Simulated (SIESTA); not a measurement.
Sb2Pt (Geversite) under changes of volume

One of the cells (22.281 Å³/atom); the others are scaled copies at fixed shape and fractional positions:

```
CELL_PARAMETERS angstrom
6.44230 0.00000 0.00000
0.00000 6.44230 0.00000
0.00000 0.00000 6.44230
ATOMIC_POSITIONS crystal
Pt 0.00000 0.50000 0.50000
Pt 0.50000 0.50000 0.00000
Pt 0.50000 0.00000 0.50000
Pt 0.00000 0.00000 0.00000
Sb 0.37530 0.12470 0.87530
Sb 0.12470 0.87530 0.37530
Sb 0.87530 0.37530 0.12470
Sb 0.62470 0.62470 0.62470
Sb 0.62470 0.87530 0.12470
Sb 0.87530 0.12470 0.62470
Sb 0.12470 0.62470 0.87530
Sb 0.37530 0.37530 0.37530
```

* Program: SIESTA 5.4.2
* Functional: LDA
* Potentials or basis: PseudoDojo 0.4 standard (LDA files)
* Basis: DZP (energy shift 0.003 Ry; two zetas on semicore shells)
* Grid cutoff: 800 Ry
* Energy shift: 0.003 Ry
* k mesh: 3 × 3 × 3
* Occupations: fermi-dirac, width 0.05 eV
* Spin: no spin polarisation

```tsv
volume (Å³/atom)	energy over the lowest point (meV/atom)	pressure (GPa)	largest force (eV/Å)
20.944	50.51	11.0	0.179
21.390	?	?	?
21.836	8.78	4.3	0.139
22.281	0.73	1.5	0.119
22.727	0.00	-0.9	0.100
23.173	5.83	-3.1	0.082
23.618	17.50	-5.1	0.064
```

**Question.** What does the run at 21.390 Å³/atom give?

**Answer.** Energy over the lowest point 25.04 meV/atom; pressure 7.5 GPa; largest force 0.158 eV/Å.

Worked out: A Birch-Murnaghan fit of order 3 (a polynomial in V^(-2/3)) to the other rows has its minimum at 22.55 Å³/atom with B0 = V·E''(V) = 125 GPa and B' = 4.7 at fixed shape and positions, which overstates the stiffness. It gives 25.05 meV/atom at 21.390 Å³/atom, against the run's 25.04, and -dE/dV = 7.4 GPa, against 7.5.

Energies are extrapolated to zero smearing.

Caveats: short orbitals over semicore shells can move pressures by several GPa; the basis of atomic orbitals isn't converged, which shifts pressures, moduli and gaps.
